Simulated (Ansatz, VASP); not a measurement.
# Ag in VASP and in Ansatz

```
Ag
1.0
     0.00000    2.01611    2.01611
     2.01611    0.00000    2.01611
     2.01611    2.01611    0.00000
Ag
1
Direct
  0.00000 0.00000 0.00000
```

Alike in both runs: functional PBEsol; k mesh 24 × 24 × 24; occupations fermi-dirac, width 0.1 eV; no spin polarisation.

Ansatz relaxed the structure, and its values are those at the end. VASP's run is a single point on that final structure, the one shown.

```csv
,VASP,Ansatz
version,VASP 6.6.1,Ansatz 0.2.0
potentials or method,"VASP PAW PBE potentials, release 64 (Ag)","PAW with Ansatz's default frozen-core files, scalar-relativistic"
plane-wave cutoff (eV),520,420
valence electrons in the cell,11,19
```

|  | VASP | Ansatz | Ansatz less VASP |
| --- | --- | --- | --- |
| pressure (GPa) | 1.7 | 2.0 | +0.26 |

The functional is the same, so the differences come from potentials, cutoffs and numerics. The two sets of potentials don't hold the same shells in valence.

Caveats: the PAW data sets were made with another functional, which shifts forces and pressure a little (VASP).
